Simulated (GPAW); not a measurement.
The system is KF (Carobbiite).

```xyz
2
Lattice="0.0000 2.6719 2.6719 2.6719 0.0000 2.6719 2.6719 2.6719 0.0000" Properties=species:S:1:pos:R:3 pbc="T T T"
K     0.0000    0.0000    0.0000
F     2.6719    2.6719    2.6719
```

| Item | Value |
| --- | --- |
| Program | GPAW 26.7.0 |
| Task | single point |
| Functional | PBEsol |
| Potentials or basis | PAW data sets generated in the run's folder for this functional |
| Cutoff | 800 eV |
| Basis | pw |
| k mesh | 9 × 9 × 9 |
| Occupations | fermi-dirac, width 0.05 eV |
| Spin | no spin polarisation |

On this cell: pressure -1.5 GPa; largest force zero by symmetry; band gap on the k mesh 6.04 eV, direct.

The same run follows on a disturbed copy (atoms moved at random, drawn with an rms of 0.05 Å):

```
CELL_PARAMETERS angstrom
0.00000 2.67185 2.67185
2.67185 0.00000 2.67185
2.67185 2.67185 0.00000
ATOMIC_POSITIONS crystal
K 0.00582 0.98616 0.00455
F 0.50055 0.48674 0.51722
```

What does the disturbed cell give?

The energy moves by +0.6 meV/atom; pressure -1.5 GPa; largest force 0.058 eV/Å; band gap on the k mesh 6.04 eV, direct.

Forces on the atoms (eV/Å):
```
K    0.049  0.027 -0.017
F   -0.049 -0.027  0.017
```

Caveats: an odd mesh through Γ misses points on the zone boundary, where band edges often lie.
